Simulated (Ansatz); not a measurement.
**AlGaN2: the gap under strain**

AlGaN2, P-4m2, a = 3.139 Å, c = 4.422 Å. The structure is a Materials Project entry; whether it is the stable form wasn't checked. Ansatz: r2SCAN, PAW, 500 eV, Γ-centred 8×8×6 mesh on 4 atoms, Gaussian smearing 0.02 eV; no spin polarisation. Series: biaxial strain in the a-b plane, c and atoms relaxed; x is the strain in per cent. The gap is sought over the whole zone.

```tsv
x (%)	gap y (eV)
-6.0	?
-4.0	3.537
-2.0	3.457
0.0	3.369
2.0	3.279
4.0	3.092
6.0	2.875
```

Task: Fit y = E0 + c1 x + c2 x² to the other rows, give the deformation potential for this strain, and predict the missing gap.

Result: Least squares on the rows shown. y = 3.3839 − 0.054563 x − 0.0048259 x². The deformation potential is 100 c1 = -5.46 eV per unit strain. The two rows next to zero alone give -4.44 eV per unit strain, the better figure for small strains. With a term in x³ added, the coefficient of x becomes -0.04670, 14 % less, which shows how far this figure hangs on the form. At x = -6.0 the fit asked for gives 3.538 eV. The run gave 3.476 eV, so the fit is 0.062 eV too high, 9.4 % of the span of the series, against an rms of 0.015 eV on the fitted rows. The row lies outside the fitted range. With a term in x³ added, a fit to the same known rows predicts 3.630 eV, further off still. The records add, with no proof that it causes the miss: a band edge sits at another point of the zone than in the run one row down.

Semilocal functionals give gaps under the measured ones; changes of the gap mostly carry over better.